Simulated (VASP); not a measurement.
Cu:

```
CELL_PARAMETERS angstrom
-1.44279 1.44279 1.37608
1.44279 -1.44279 1.37608
1.44279 1.44279 -1.37608
ATOMIC_POSITIONS crystal
Cu 0.00000 0.00000 0.00000
```

This isn't the form of Cu at room conditions, which is fcc.

| Quantity | Value |
| --- | --- |
| Program | VASP 6.6.1 |
| Task | relaxation of cell and atoms |
| Functional | RPBE |
| Potentials or basis | VASP PAW PBE potentials, release 64 (Cu) |
| Cutoff | 600 eV |
| k mesh | 20 × 20 × 20 |
| Occupations | gaussian, width 0.1 eV |
| Spin | no spin polarisation |

At the start: pressure 13.7 GPa; volume 11.46 Å³/atom.

Q: How do energy, volume and symmetry change on relaxing?

A: Over 12 steps the energy falls by 39.8 meV/atom and the volume is 12.52 Å³/atom (+9.3 %); space group I4/mmm (No. 139, to 0.05 Å).

The path:
```csv
step,energy change (eV),largest force (eV/Å),pressure (GPa),volume (Å³)
1,0.0000,0.0000,13.72,11.46
2,-0.0283,0.0000,-5.31,13.16
3,-0.0395,0.0000,-0.73,12.49
4,-0.0394,0.0000,0.80,12.44
5,-0.0395,0.0000,0.47,12.47
6,-0.0395,0.0000,0.16,12.47
7,-0.0397,0.0000,-0.38,12.48
8,-0.0398,0.0000,0.20,12.49
9,-0.0396,0.0000,0.04,12.52
10,-0.0398,0.0000,0.22,12.50
11,-0.0397,0.0000,-0.64,12.59
12,-0.0398,0.0000,0.03,12.52
```

Final structure:
```
CELL_PARAMETERS angstrom
-1.49737 1.49737 1.39601
1.49737 -1.49737 1.39601
1.49737 1.49737 -1.39601
ATOMIC_POSITIONS crystal
Cu 0.00000 0.00000 0.00000
```

Caveat: the PAW data sets were made with another functional, which shifts forces and pressure a little.
